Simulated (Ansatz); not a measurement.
# TiAl: the cost of one run

Program: Ansatz 0.2.0. Level of theory: DFT r2SCAN, scalar-relativistic, plane waves, PAW. These are calculated values, not measurements.

1 further run of the same task is left out (set aside as unsound or not needed).

**1. Starting point**

The structure is cubic, space group Pm-3m (No. 221). Conventional cell: a = 3.171 Å, b = 3.171 Å, c = 3.171 Å, α = 90.00°, β = 90.00°, γ = 90.00°. Around Ti (site symmetry m-3m) lie 8 Al at 2.75 Å. Al (site symmetry m-3m) has 8 Ti at 2.75 Å in its first shell of neighbours.

Structure file:

```xyz
2
Lattice="3.1713 0.0000 0.0000 0.0000 3.1713 0.0000 0.0000 0.0000 3.1713" Properties=species:S:1:pos:R:3 pbc="T T T"
Ti    0.0000    0.0000    0.0000
Al    1.5857    1.5857    1.5857
```

It goes back to an entry of the Materials Project, which need not be the stable form.

This cell was relaxed beforehand with the same method: volume 15.95 Å³/atom, gap on the mesh none (metal).

**2. The reference cell**

Reference values: F = -3045.4186 eV; pressure 0.01 GPa; largest force 0.000 eV/Å; gap on the mesh none (metal). It was computed beforehand with the settings of the runs below.

**3. Breaking the symmetry**

Cell sheared at random, sigma 0.01, atoms nudged by 0.01 Å. Displacements in the unstrained cell, with the mean shift removed:

```tsv
atom	ux (Å)	uy (Å)	uz (Å)
Ti1	-0.015	-0.014	0.013
Al2	0.015	0.014	-0.013
```

Strain (xx, yy, zz, yz, xz, xy; engineering shear): (-0.0040, -0.0089, 0.0129, -0.0011, -0.0210, 0.0327).

**4. The disturbed cell, one point**

input.yaml

```yaml
crystal:
  lattice:
    - [3.1587026027, 0.0517822389, -0.0333151504]
    - [0.0517822389, 3.1430409076, -0.001788167]
    - [-0.0333151504, -0.001788167, 3.2122934247]
  atoms:
    - { symbol: Ti, position: [-0.004723484, -0.0044695537, 0.0041129123] }
    - { symbol: Al, position: [0.504723484, 0.5044695537, 0.4958870877] }
basis:
  ecutwfc: 500
kpoints:
  mp_grid: { grid: [10, 10, 10] }
hamiltonian:
  xc: r2scan
scf:
  occupations: { method: gaussian, width: 0.15 }
output:
  forces: true
  stress: true
  eigenvalues: true
```

Launch:

```console
ansatz run input.yaml --threads 2 --pin off --max-ram 5120MiB --backend cpu --events-out ev --progress --plain --runs-dir out
```

Q: Estimate wall time and peak memory on 2 threads of AMD EPYC 7R43 (Zen 3), shared host.

About 20 s, with a peak of 0.69 GiB.
